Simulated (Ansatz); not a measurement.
Li2Se:

```
Se Li
1.0
     0.00000    3.00250    3.00250
     3.00250    0.00000    3.00250
     3.00250    3.00250    0.00000
Se Li
1 2
Direct
  0.00000 0.00000 0.00000
  0.75000 0.75000 0.75000
  0.25000 0.25000 0.25000
```

Base run:

* Program: Ansatz 0.2.0
* Functional: PBE
* Potentials or basis: Ansatz PAW
* Cutoff: 420 eV
* Density cutoff: 1680 eV
* k mesh: 8 × 8 × 8
* Occupations: fermi-dirac, width 0.05 eV
* Spin: no spin polarisation

Its results: band gap on the k mesh 2.98 eV, indirect (least direct gap 3.38 eV); pressure 0.0 GPa.

Task: After a change of settings the same cell gave: band gap on the k mesh 3.48 eV, indirect (least direct gap 4.06 eV); pressure -0.3 GPa. Which change was it?
A. functional from PBE to PBEsol; occupations from fermi-dirac, width 0.05 eV to fixed; potential files from those of the base run to others of the same set
B. spin from no spin polarisation to spin-orbit coupling, no magnetisation; potential files from those of the base run to others of the same set
C. functional from PBE to LDA; occupations from fermi-dirac, width 0.05 eV to fixed; potential files from those of the base run to others of the same set
D. functional from PBE to r2SCAN; cutoff from 420 eV to 500 eV; density cutoff from 1680 eV to 2000 eV; occupations from fermi-dirac, width 0.05 eV to fixed; potential files from those of the base run to others of the same set

Result: D.

Caveats: the PAW data sets come from PBE, with cores solved anew for the run's functional, which leaves a small shift of forces and pressure (some runs).

Not every run made on this cell is shown here.
